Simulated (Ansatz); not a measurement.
A trial cell of ZnS, before relaxation:

```cif
data_structure
_symmetry_space_group_name_H-M 'P 1'
_symmetry_Int_Tables_number 1
_cell_length_a 3.7909
_cell_length_b 3.8857
_cell_length_c 5.1577
_cell_angle_alpha 72.839
_cell_angle_beta 75.086
_cell_angle_gamma 85.240
_cell_volume 70.14
loop_
_atom_site_label
_atom_site_type_symbol
_atom_site_fract_x
_atom_site_fract_y
_atom_site_fract_z
_atom_site_occupancy
Zn1 Zn 0.39181 0.72159 0.59149 1
Zn2 Zn 0.86151 0.69101 0.25129 1
S1 S 0.43176 0.63130 0.05220 1
S2 S 0.18622 0.27808 0.43559 1
```

Computed with DFT PBE, scalar-relativistic, plane waves, PAW (Ansatz 0.2.0). Cutoff 420 eV, Gaussian smearing, Γ-centred meshes. Cell and atoms relax first on a coarse mesh and then on a converged one. In between, the cell is made exact in the group found at 0.06 Å. The steps can't lower the symmetry of their start. No spin polarisation.

A guess keeps its type if space group and coordination stay and the shape of the cell changes little (axis ratios within about 15 %, angles within 6°); the volume may change.

Task: Does it keep its structure type, or change into something else?

Result: It doesn't keep its type. The symmetry goes from P1 (No. 1) to P6_3mc (No. 186). The end has the wurtzite type. The volume per atom grows by 15.2 %, from 17.5 to 20.2 Å³. The shortest distance goes from 2.08 Å (S–S) to 2.36 Å (Zn–S). Counting neighbours within 15 % of an atom's shortest distance, the start has S 4, Zn 4 and the end S 4, Zn 4. In detail, at the end Zn has 4 S at 2.36 Å; S has 4 Zn at 2.36 Å.

```cif
data_structure
_symmetry_space_group_name_H-M 'P6_3mc'
_symmetry_Int_Tables_number 186
_cell_length_a 3.8456
_cell_length_b 3.8456
_cell_length_c 6.3071
_cell_angle_alpha 90.000
_cell_angle_beta 90.000
_cell_angle_gamma 120.000
_cell_volume 80.78
loop_
_atom_site_label
_atom_site_type_symbol
_atom_site_symmetry_multiplicity
_atom_site_Wyckoff_symbol
_atom_site_fract_x
_atom_site_fract_y
_atom_site_fract_z
_atom_site_occupancy
Zn1 Zn 2 b 0.66667 0.33333 0.64542 1
S1 S 2 b 0.66667 0.33333 0.01987 1
```

Formation energies are uncorrected and refer to the elements' standard structures at the same level.

Task: At what energy does it end?

Result: −0.819 eV/atom. A negative formation energy is needed for stability but isn't enough: competing phases decide.

The last run used a 12×12×4 mesh (in the run's order of axes) for its 4-atom cell and Gaussian smearing of 0.02 eV. The reference form of S is held partly by dispersion forces, which this level lacks. A structure relaxed within its symmetry needn't be a true minimum.
